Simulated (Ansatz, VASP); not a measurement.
## One calculation of ZrC, two programs

```
CELL_PARAMETERS angstrom
0.00000 2.40057 2.40057
2.40057 0.00000 2.40057
2.40057 2.40057 0.00000
ATOMIC_POSITIONS crystal
Zr 0.50000 0.50000 0.50000
C 0.00000 0.00000 0.00000
```

Alike in both runs: task single point; functional PBE; k mesh 16 × 16 × 16; occupations gaussian, width 0.1 eV; no spin polarisation.

```csv
,VASP,Ansatz
version,VASP 6.6.1,Ansatz 0.2.0
potentials or method,"VASP PAW PBE potentials, release 64 (Zr_sv, C)","scalar-relativistic, plane waves, PAW"
plane-wave cutoff (eV),520,420
valence electrons in the cell,16,16
```

Ansatz gave:

```
gap on the k mesh at the Fermi level (eV) : none
pressure (GPa)                            : -11.5
```

Problem. Estimate VASP's values.

Solution. gap on the k mesh at the Fermi level (eV): none; pressure (GPa): -11.3.

A gap of «none» marks a metal or a gap that the smearing closes.
